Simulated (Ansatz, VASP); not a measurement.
**NaGeCl3 in two plane-wave programs**

One calculation is typed for both programs; each brings its own data sets. How far apart do they land? The cell is generated by rule, not measured, and may not be a known phase. The cell is taken from a series of runs on this material, whose earlier steps may have relaxed, scaled, displaced or heated it; both programs get it as it stands.

Calculated with Ansatz 0.2.0; plane waves, with VASP 6.6.1 beside it; PBEsol.

## (1) Set-up

It takes space group P4mm (No. 99, tetragonal). Conventional cell: a = 5.260 Å, b = 5.260 Å, c = 5.409 Å, α = 90.00°, β = 90.00°, γ = 90.00°. Nearest to Na lie 4 Cl at 2.80 Å. Nearest to Ge lie 5 Cl at 2.30 to 2.65 Å. Cl has 2 Ge at 2.65 Å and 2 Na at 2.80 Å nearest. Nearest to Cl lie 1 Ge at 2.30 Å. Farther neighbours and most contacts between anions are not listed.

As a file:

```
Na Ge Cl
1.0
     5.25974    0.00000    0.00000
     0.00000    5.25974    0.00000
     0.00000    0.00000    5.40916
Na Ge Cl
1 1 3
Direct
  0.00000 0.00000 0.73970
  0.50000 0.50000 0.50771
  0.50000 0.00000 0.56338
  0.50000 0.50000 0.08296
  0.00000 0.50000 0.56338
```

## (2) VASP: relaxation of cell and atoms, PBEsol, pair 1

The relaxed volume is the usual yardstick between codes: in a stiff, nearly cubic crystal its relative difference is about their pressure difference at one cell divided by the bulk modulus.

Lines of VASP's logs that name or quote its potential files are left out, and so is its time.

File INCAR:

```
SYSTEM = NaGeCl3
PREC = Accurate
ENCUT = 500
EDIFF = 1E-07
NELM = 120
ISMEAR = 0
SIGMA = 0.01
LREAL = .FALSE.
ALGO = Normal
GGA = PS
NBANDS = 27
LORBIT = 11
LWAVE = .FALSE.
LCHARG = .FALSE.
ISIF = 3
IBRION = 2
NSW = 80
EDIFFG = -0.005
LASPH = .TRUE.
GGA_COMPAT = .FALSE.
NELMIN = 4
EFERMI = MIDGAP
KPAR = 2
```

File POSCAR:

```
NaGeCl3
1.0
    5.2597430000      0.0000000000      0.0000000000
    0.0000000000      5.2597430000      0.0000000000
    0.0000000000      0.0000000000      5.4091640000
Na Ge Cl
1 1 3
Direct
    0.0000000000      0.0000000000      0.7397026602
    0.5000000000      0.5000000000      0.5077050724
    0.5000000000      0.0000000000      0.5633804041
    0.5000000000      0.5000000000      0.0829562572
    0.0000000000      0.5000000000      0.5633804041
```

File KPOINTS:

```
Automatic mesh
0
Gamma
4 4 4
0 0 0
```

The projector-augmented-wave data sets are Na_pv, Ge_d and Cl (PBE family, release 64).

The run is started by

```bash
> mpirun -np 2 vasp_std
```

Numbers of over 12 decimals in the logs are rounded to 6 here.

Log:

```text
[banner, memory and clock lines left out]
running    2 mpi-ranks, on    1 nodes
 distrk:  each k-point on    1 cores,    2 groups
 distr:  one band on    1 cores,    1 groups

 POSCAR found type information on POSCAR NaGeCl
 POSCAR found :  3 types and       5 ions
|                                                                             |
|               ----> ADVICE to this user running VASP <----                  |
|                                                                             |
|     You enforced a specific xc type in the INCAR file but a different       |
|     [... a line on the potential file left out ...]
|     I HOPE YOU KNOW WHAT YOU ARE DOING!                                     |
|                                                                             |

 LDA part: xc-table for (Slater+PW92), standard interpolation
 POSCAR, INCAR and KPOINTS ok, starting setup
 FFT: planning ... GRIDC
 FFT: planning ... GRID_SOFT
 FFT: planning ... GRID
 WAVECAR not read
 entering main loop
       N       E                     dE             d eps       ncg     rms          rms(c)
DAV:   1     0.412052556237E+03    0.41205E+03   -0.19773E+04  1165   0.209E+03
DAV:   2     0.443493111759E+02   -0.36770E+03   -0.35587E+03  1122   0.572E+02
DAV:   3    -0.151843018775E+02   -0.59534E+02   -0.59077E+02  1096   0.167E+02
DAV:   4    -0.183708032825E+02   -0.31865E+01   -0.31705E+01  1232   0.473E+01
DAV:   5    -0.184572494542E+02   -0.86446E-01   -0.86376E-01  1239   0.733E+00    0.690E+00
DAV:   6    -0.179264317541E+02    0.53082E+00   -0.10294E+00  1348   0.704E+00    0.421E+00
DAV:   7    -0.178955894115E+02    0.30842E-01   -0.26353E-01  1282   0.281E+00    0.178E+00
DAV:   8    -0.179075214246E+02   -0.11932E-01   -0.32477E-02  1106   0.165E+00    0.177E-01
DAV:   9    -0.179103792248E+02   -0.28578E-02   -0.40202E-03  1163   0.612E-01    0.107E-01
DAV:  10    -0.179133276025E+02   -0.29484E-02   -0.20231E-03  1037   0.252E-01    0.419E-02
DAV:  11    -0.179138289251E+02   -0.50132E-03   -0.34903E-04  1233   0.146E-01    0.285E-02
DAV:  12    -0.179138945686E+02   -0.65644E-04   -0.51657E-05  1123   0.413E-02    0.888E-03
DAV:  13    -0.179139067565E+02   -0.12188E-04   -0.65866E-06  1229   0.152E-02    0.425E-03
DAV:  14    -0.179139086349E+02   -0.18784E-05   -0.11978E-06   981   0.644E-03    0.172E-03
DAV:  15    -0.179139088524E+02   -0.21749E-06   -0.14121E-07   971   0.257E-03    0.638E-04
DAV:  16    -0.179139089055E+02   -0.53085E-07   -0.41993E-08   760   0.203E-03
   1 F= -.17913909E+02 E0= -.17913909E+02  d E =-.179139E+02
[... from here on, the cycles between the ionic steps are left out ...]
   2 F= -.17914314E+02 E0= -.17914314E+02  d E =-.405426E-03
   3 F= -.17914406E+02 E0= -.17914406E+02  d E =-.497050E-03
   6 F= -.17914599E+02 E0= -.17914599E+02  d E =-.193227E-03
   7 F= -.17914631E+02 E0= -.17914631E+02  d E =-.313702E-04
   8 F= -.17914695E+02 E0= -.17914695E+02  d E =-.960565E-04
   9 F= -.17914702E+02 E0= -.17914702E+02  d E =-.102408E-03
  10 F= -.17914720E+02 E0= -.17914720E+02  d E =-.121266E-03
  11 F= -.17914720E+02 E0= -.17914720E+02  d E =-.121280E-03
  12 F= -.17914732E+02 E0= -.17914732E+02  d E =-.116941E-04
  13 F= -.17914743E+02 E0= -.17914743E+02  d E =-.228088E-04
  14 F= -.17914743E+02 E0= -.17914743E+02  d E =-.229424E-04
  15 F= -.17914748E+02 E0= -.17914748E+02  d E =-.485037E-05
  16 F= -.17914753E+02 E0= -.17914753E+02  d E =-.909959E-05
 curvature:  -1.11 expect dE=-0.538E-05 dE for cont linesearch -0.689E-06
 ZBRENT: increasing intervall
 opt :   2.5694  next Energy=   -17.914754 (dE=-0.104E-04)
 bond charge predicted
       N       E                     dE             d eps       ncg     rms          rms(c)
DAV:   1    -0.179148612389E+02   -0.10878E-03   -0.61429E-03  1380   0.613E-01    0.615E-02
DAV:   2    -0.179147794966E+02    0.81742E-04   -0.17672E-04  1149   0.124E-01    0.287E-02
DAV:   3    -0.179147574411E+02    0.22056E-04   -0.58486E-05  1319   0.675E-02    0.130E-02
DAV:   4    -0.179147567561E+02    0.68496E-06   -0.39120E-06  1215   0.154E-02    0.688E-03
DAV:   5    -0.179147568002E+02   -0.44057E-07   -0.10771E-06  1122   0.872E-03    0.148E-03
DAV:   6    -0.179147569178E+02   -0.11768E-06   -0.17664E-07   986   0.462E-03    0.661E-04
DAV:   7    -0.179147569985E+02   -0.80686E-07   -0.23427E-08   651   0.155E-03
  17 F= -.17914757E+02 E0= -.17914757E+02  d E =-.135932E-04
 curvature:  -2.14 expect dE=-0.820E-05 dE for cont linesearch -0.947E-06
 trial: gam=-0.07169 g(F)=  0.256E-05 g(S)=  0.127E-05 ort = 0.301E-05 (trialstep = 0.972E+00)
 search vector abs. value=  0.350E-05
 reached required accuracy - stopping structural energy minimisation
```

OUTCAR, selected parts (step 2):

```text
ion  position               nearest neighbor table
   1  0.000  0.000  0.740-
   2  0.500  0.500  0.508-   4 2.30   3 2.65   5 2.65   3 2.65   5 2.65
   3  0.500  0.000  0.563-   2 2.65   2 2.65
   4  0.500  0.500  0.083-   2 2.30
   5  0.000  0.500  0.563-   2 2.65   2 2.65

  LATTYP: Found a simple tetragonal cell.
 ALAT       =     5.2597430000
 C/A-ratio  =     1.0284084222

 Subroutine GETGRP returns: Found  8 space group operations
 (whereof  8 operations were pure point group operations)

The static configuration has the point symmetry C_4v.

 Found     18 irreducible k-points:

   k-points           NKPTS =     18   k-points in BZ     NKDIM =     18   number of bands    NBANDS=     27

   dimension x,y,z NGX =    40 NGY =   40 NGZ =   40
   dimension x,y,z NGXF=    80 NGYF=   80 NGZF=   80

   ENCUT  =  500.0 eV  36.75 Ry    6.06 a.u.   9.59  9.59  9.86*2*pi/ulx,y,z

   NELECT =      42.0000    total number of electrons

 k-points in reciprocal lattice and weights: Automatic mesh
   0.00000000  0.00000000  0.00000000       0.016
   0.25000000  0.00000000  0.00000000       0.062
   0.50000000  0.00000000  0.00000000       0.031
   0.25000000  0.25000000  0.00000000       0.062
   0.50000000  0.25000000  0.00000000       0.062
   0.50000000  0.50000000  0.00000000       0.016
   0.00000000  0.00000000  0.25000000       0.031
   0.25000000  0.00000000  0.25000000       0.125
   0.50000000  0.00000000  0.25000000       0.062
[...]
0.50000000  0.25000000  0.50000000       0.062
   0.50000000  0.50000000  0.50000000       0.016

 average (electrostatic) potential at core
       1 -48.5740       2 -78.2444       3 -94.7857       4 -94.5735       5 -94.7857

 E-fermi :   1.8012

 k-point     1 :       0.0000    0.0000    0.0000
  band No.  band energies     occupation
    ...
     17      -2.1673      2.00000
     18      -1.8974      2.00000
     19      -1.8571      2.00000
     20      -1.6135      2.00000
     21      -1.6135      2.00000
     22       3.7478      0.00000
     23       5.8181      0.00000
     24       5.8181      0.00000
     25       6.8373      0.00000
     26       6.8793      0.00000
    ...

 k-point     2 :       0.2500    0.0000    0.0000
  band No.  band energies     occupation
    ...
     17      -2.1149      2.00000
     18      -1.9925      2.00000
     19      -1.8663      2.00000
     20      -1.6099      2.00000
     21      -1.4320      2.00000
     22       4.2999      0.00000
     23       4.7839      0.00000
     24       5.7256      0.00000
     25       6.7309      0.00000
     26       7.0965      0.00000
    ...

 k-point     3 :       0.5000    0.0000    0.0000
  band No.  band energies     occupation
    ...
     17      -2.2920      2.00000
     18      -1.8834      2.00000
     19      -1.8778      2.00000
     20      -1.6055      2.00000
     21      -0.5587      2.00000
     22       3.2571      0.00000
     23       5.2665      0.00000
     24       5.6889      0.00000
     25       6.1526      0.00000
     26       6.5352      0.00000
    ...

  Total        0.0006563      0.0006563     -0.0114318      0.0000000      0.0000000      0.0000000
  in kB        0.0069671      0.0069671     -0.1213516      0.0000000      0.0000000      0.0000000
  external PRESSURE =      -0.0358058 kB  Pullay stress =       0.0000000 kB

  energy-cutoff  :      500.00
  volume of cell :      150.93
      direct lattice vectors                 reciprocal lattice vectors
     5.270717247  0.000000000  0.000000000     0.189727499  0.000000000  0.000000000
     0.000000000  5.270717247  0.000000000     0.000000000  0.189727499  0.000000000
     0.000000000 -0.000000000  5.433015490     0.000000000 -0.000000000  0.184059847

 POSITION                                       TOTAL-FORCE (eV/Angst)
 -----------------------------------------------------------------------------------
      0.00000     -0.00000      4.01324        -0.000000      0.000000     -0.004971
      2.63536      2.63536      2.74456        -0.000000      0.000000     -0.002679
      2.63536     -0.00000      3.06934        -0.000000     -0.000000      0.003079
      2.63536      2.63536      0.45312        -0.000000     -0.000000      0.001492
      0.00000      2.63536      3.06934         0.000000     -0.000000      0.003079
 -----------------------------------------------------------------------------------
    total drift:                               -0.000000     -0.000000      0.000665

  FREE ENERGIE OF THE ION-ELECTRON SYSTEM (eV)
  ---------------------------------------------------
  free  energy   TOTEN  =       -17.9147569985 eV

  energy  without entropy=      -17.9147569985  energy(sigma->0) =      -17.91475700

 reached required accuracy - stopping structural energy minimisation

 total charge
# of ion       s       p       d       tot
------------------------------------------
    1        0.034   5.972   0.000   6.005
    2        1.391   0.630  10.045  12.066
    3        1.592   3.499   0.000   5.091
    4        1.595   3.486   0.000   5.081
    5        1.592   3.499   0.000   5.091
--------------------------------------------------
tot          6.202  17.086  10.045  33.334

[... 3 further parts left out ...]
```

CONTCAR:

```
NaGeCl3
   1.00000000000000
     5.2707172474614383    0.0000000000000000    0.0000000000000000
     0.0000000000000000    5.2707172474614383    0.0000000000000000
     0.0000000000000000   -0.0000000000000000    5.4330154901736245
  Na              Ge              Cl
     1     1     3
Direct
     0.0000000000000000    0.0000000000000000    0.7386767754668779
     0.5000000000000000    0.5000000000000000    0.5051629456754998
     0.5000000000000000    0.0000000000000000    0.5649419658756444
     0.5000000000000000    0.5000000000000000    0.0834011451063426
     0.0000000000000000    0.5000000000000000    0.5649419658756444
```

## (3) Ansatz: relaxation of cell and atoms, PBEsol, pair 1

Ansatz runs on its default PAW (the set named soft_2) files.

The same cell, functional and mesh now go to Ansatz, which takes its cutoff from its data sets.

File input.yaml:

```yaml
crystal:
  lattice:
    - [5.259743056, 0.0, 0.0]
    - [0.0, 5.259743056, 0.0]
    - [0.0, 0.0, 5.4091638964]
  atoms:
    - { symbol: Na, position: [0.0, 0.0, 0.7397026044] }
    - { symbol: Ge, position: [0.5, 0.5, 0.5077050964] }
    - { symbol: Cl, position: [0.5, 0.0, 0.5633803553] }
    - { symbol: Cl, position: [0.5, 0.5, 0.082956341] }
    - { symbol: Cl, position: [0.0, 0.5, 0.5633803553] }
kpoints:
  mp_grid: { grid: [4, 4, 4] }
hamiltonian:
  xc: pbesol
scf:
  occupations: { method: fixed }
output:
  forces: true
  stress: true
  eigenvalues: true
relax:
  adjacent_minimum: "off"
  f_tol: 0.001
  max_steps: 60
  cell: { stress_tol: 0.01 }
```

The run is started by

```bash
> ansatz run input.yaml --threads 8 --pin off --max-ram 14336MiB --backend cpu --events-out ev --progress --plain --runs-dir out
```

Log:

```text
Engine: ansatz 0.2.0, aarch64-unknown-linux-gnu
Pseudopotentials: kind: paw
Pseudopotential: Na, paw, valence charge 9, recommended cutoff 420 eV (normal), Na.paw.azcp
Pseudopotential: Ge, paw, valence charge 14, recommended cutoff 420 eV (normal), Ge.paw.azcp
Pseudopotential: Cl, paw, valence charge 7, recommended cutoff 420 eV (normal), Cl.paw.azcp
Functional definition: PBEsol
  exchange = pbesol_x
  correlation = pbesol_c
Crystal: 5 atoms, lattice volume = 149.644 Å³
Basis set: ecut = 420 eV, 2939 PW (Γ), exchange–correlation on 72×72×80 points (8 copies of the dense FFT grid, shifted against one another)
Bands: 27, of which v1, the nominal top of the filled ones, is band 22 counted from 1 (21 counted from 0)
Symmetry: 8 space group operations
Space group: P4mm (ITA 99), of the structure as read, at distance tolerance 5.3e-5 Å
k-points: 18 of 64 (time reversal used)
Non-local potential: Na, projectors of the file, l = 0: 3, l = 1: 2, l = 2: 1
Non-local potential: Ge, projectors of the file, l = 0: 2, l = 1: 2, l = 2: 3, l = 3: 1
Non-local potential: Cl, projectors of the file, l = 0: 2, l = 1: 2, l = 2: 2
PAW form: soft (Blöchl's): semilocal exchange-correlation on the pseudo side does not see the compensation charge
PAW frozen core: Na, regenerated for the run's functional, and the local potential with it (the file was generated under x = pbe(κ = 0.804, μ = 0.219515), c = pbe(β = 0.066725))
PAW frozen core: Ge, regenerated for the run's functional, and the local potential with it (the file was generated under x = pbe(κ = 0.804, μ = 0.219515), c = pbe(β = 0.066725))
PAW frozen core: Cl, regenerated for the run's functional, and the local potential with it (the file was generated under x = pbe(κ = 0.804, μ = 0.219515), c = pbe(β = 0.066725))
PAW one-centre angular grid: Na, 110 points (default); XC on 64 Gauss nodes
PAW one-centre angular grid: Ge, 590 points (default); XC on 64 Gauss nodes
PAW one-centre angular grid: Cl, 110 points (default); XC on 64 Gauss nodes
Initial density: superposition of atomic densities (neutral atoms: chi_scale 0, normalization atom), corrected by the library's trained network
Initial wavefunctions: pseudopotential atomic-orbital guess
Functional: x = pbesol(κ = 0.804, μ = 0.123457), c = pbesol(β = 0.046)
SCF iter   1: F=—  HF=-8917.400995 eV  |F-HF|=—  |Δ(HF+E_count)|=         —  Δρ=2.97e-3  dr2=2.28e-2  ethr=1.77e-3  ⟨swp⟩=4.8  Hψ=1833  notcnv=0  defer=46
preconditioner: auto → Resta (q_TF=auto, 2.225 Å⁻¹)  ε∞=3.1  [insulator: Δε(μ)=0.961 eV  Ē_g=10.597 eV  n_scr=26 (ndim 8)  ℏωp=15.5 eV  f_vac=0.244  ε∞_Penn≈3.1]
SCF iter   2: F=—  HF=-8917.393048 eV  |F-HF|=—  |Δ(HF+E_count)|=   7.95e-3  Δρ=1.26e-3  dr2=3.88e-3  ethr=5.18e-5  ⟨swp⟩=2.0  Hψ=783  notcnv=0  defer=53
SCF iter   3: F=—  HF=-8917.392420 eV  |F-HF|=—  |Δ(HF+E_count)|=   6.28e-4  Δρ=3.67e-4  dr2=2.80e-4  ethr=8.82e-6  ⟨swp⟩=2.3  Hψ=888  notcnv=0  defer=53
SCF iter   4: F=—  HF=-8917.392506 eV  |F-HF|=—  |Δ(HF+E_count)|=   8.60e-5  Δρ=1.86e-4  dr2=5.79e-5  ethr=6.35e-7  ⟨swp⟩=2.0  Hψ=863  notcnv=0  defer=52
SCF iter   5: F=—  HF=-8917.392497 eV  |F-HF|=—  |Δ(HF+E_count)|=   8.49e-6  Δρ=5.37e-5  dr2=8.21e-6  ethr=1.32e-7  ⟨swp⟩=2.0  Hψ=855  notcnv=0  defer=36
SCF iter   6: F=—  HF=-8917.392510 eV  |F-HF|=—  |Δ(HF+E_count)|=   1.25e-5  Δρ=2.30e-5  dr2=1.01e-6  ethr=1.87e-8  ⟨swp⟩=2.0  Hψ=755  notcnv=0  defer=39
SCF iter   7: F=-8917.392512 eV  HF=-8917.392512 eV  |F-HF|=1.38e-7  |Δ(HF+E_count)|=   1.73e-6  Δρ=6.26e-6  dr2=7.58e-8  ethr=2.27e-10  ⟨swp⟩=9.9  Hψ=2703  notcnv=0
SCF 1 converged in 7 iterations: F = -8917.392512 eV  dr2 = 7.58e-8
  greatest PAW one-centre occupation: 0.999 electrons in one spin orbital (limit 2), on the Na atom at site 0 (counted from 0), in its partial waves of l = 0
relax step   1: F+E_penalty+E_count = -8917.39251174 eV  Δ(F+E_penalty+E_count) = +0.000e0 eV  max|allowed force component| = 3.886e-2 eV/Å  Δτ_max = 0.0000 Å  P = +0.156 GPa  Ω = 149.644 Å³  (7 SCF iters, dr2 threshold 1.00e-7 eV, accepted)
[...]
relax step   6: F+E_penalty+E_count = -8917.39392361 eV  Δ(F+E_penalty+E_count) = -5.628e-6 eV  max|allowed force component| = 1.046e-3 eV/Å  Δτ_max = 0.0028 Å  P = -0.002 GPa  Ω = 151.986 Å³  energy of the carried Pulay correction = -7.791e-5 eV  (7 SCF iters, dr2 threshold 6.00e-10 eV, accepted)
[...]
relax step   7: F+E_penalty+E_count = -8917.39392413 eV  Δ(F+E_penalty+E_count) = -5.148e-7 eV  max|allowed force component| = 9.107e-5 eV/Å  Δτ_max = 0.0008 Å  P = -0.000 GPa  Ω = 151.987 Å³  energy of the carried Pulay correction = -7.794e-5 eV  (7 SCF iters, dr2 threshold 6.84e-11 eV, accepted)
[...]
relax step   8: F+E_penalty+E_count = -8917.39399925 eV  Δ(F+E_penalty+E_count) = -7.512e-5 eV  max|allowed force component| = 8.593e-5 eV/Å  Δτ_max = 0.0000 Å  P = -0.000 GPa  Ω = 151.987 Å³  stress off target by 5.69e-4 GPa  SCF on the basis re-selected at this cell (its energy is not comparable with the rows above)  (9 SCF iters)
basis re-selected at this cell: Δ(F+E_penalty+E_count) = -7.512e-5 eV, ΔP = -0.000 GPa vs the last step (what re-selecting the basis moved, of the pressure what is left beyond the Pulay correction that the steps carried, after the strain that the cell walked since its last selection, with what the two solves' SCF thresholds leave and, on support functions, any second-order correction that the steps lacked; it is no m [...]
SCF converged after 9 iterations
Free energy (F): -8917.393999 eV
Harris-Foulkes:  -8917.393999 eV  (|F-HF|=7.28e-12)
Internal energy: -8917.393999 eV  (E = F + TS)
E sigma→0 (E₀):  -8917.393999 eV
Fermi energy:    2.649934 eV
--- Per-component energies (eV) ---
  E_band       = -556.574070
  E_kinetic    = 711.483115
  E_local      = -5584.866372  (includes V_loc(G=0)·N_el)
  E_nonlocal   = 616.888043
  E_hartree    = 2253.889510
  E_xc         = -430.246687
  E_vxc        = -476.740801  (∫ρ·V_xc dr)
  E_paw        = -4150.856299  (= ΣΔE_a)
  E_vpaw       = -331.117628  (= ΣTr[D̂ρ^β])
  E_aug_tail   = 0.000574  (compensation charges beyond the density's cutoff)
  E_ewald      = -2334.893809
  E_core_change = 1.207926  (= ΣΔE_core)
  E_smearing   = -0.000000  (= −TS)
  E_closure    = -0.000000  (closes the sum)
  Σ components = -8917.393999   (vs F -8917.393999, Δ=0.00e0)
--- Forces (eV/Å), atoms counted from 1 ---
  atom   1  Na     0.00000000     0.00000000    -0.00008440
  atom   2  Ge    -0.00000000    -0.00000000     0.00004934
  atom   3  Cl    -0.00000000    -0.00000000    -0.00002533
  atom   4  Cl     0.00000000     0.00000000     0.00008599
  atom   5  Cl     0.00000000     0.00000000    -0.00002533
  max |Σ_I F_I| component: 2.71e-7 eV/Å
--- Stress (GPa, compression-positive) ---
       -0.000569       0.000000       0.000000
        0.000000      -0.000569       0.000000
        0.000000       0.000000       0.000106
  P = ⅓ Tr σ = -0.0003 GPa (-0.003 kbar)
--- Band table (eV; the first three rows and the last of 18) ---
  k-point 0: bands = [... 18 lower, -0.4650, -0.4285, -0.1805, -0.1805, 5.1976, 7.1993, 7.1993, 8.1949, ... 1 higher]
  k-point 1: bands = [... 18 lower, -0.5048, -0.3020, -0.3020, -0.2817, 5.6489, 6.8617, 7.2825, 7.2825, ... 1 higher]
  k-point 2: bands = [... 18 lower, -0.5437, -0.4240, -0.4240, 0.2293, 5.4783, 6.6092, 6.9860, 7.3641, ... 1 higher]
  k-point 17: bands = [... 18 lower, -0.2922, 0.1683, 0.1683, 2.6499, 3.7421, 3.7421, 4.4563, 6.3583, ... 1 higher]
--- Relaxed structure (7 steps of the walk, 7 accepted, 1 SCFs on fresh bases) ---
  F+E_penalty+E_count = -8917.39399925 eV   max|allowed force component| = 8.593e-5 eV/Å   (the final SCF, on the basis selected at the relaxed cell)
  cell:  # Å, volume = 151.9867 Å³
    - [5.279149, 0.0, 0]
    - [0, 5.279149, 0.0]
    - [0, 0.0, 5.453532]
  atoms:
    - { symbol: Na, position: [0, 0.0, 0.732894] }
    - { symbol: Ge, position: [0.5, 0.5, 0.505953] }
    - { symbol: Cl, position: [0.5, 0.0, 0.565926] }
    - { symbol: Cl, position: [0.5, 0.5, 0.086426] }
    - { symbol: Cl, position: [0, 0.5, 0.565926] }
```

[end of part 1 of 2]

[Lines on the potential files, build, host, timing and source positions are cut from VASP's logs without a mark.]

[Logs are printed without paths, hosts, clocks, repeated set-up lines and the standing remarks that a program may print on its own settings, such as how far it seeks lower states.]

[Hosts, paths, dates, database ids (printed as entryN), source tags and the programs' standing remarks are cut or masked in the printed files.]
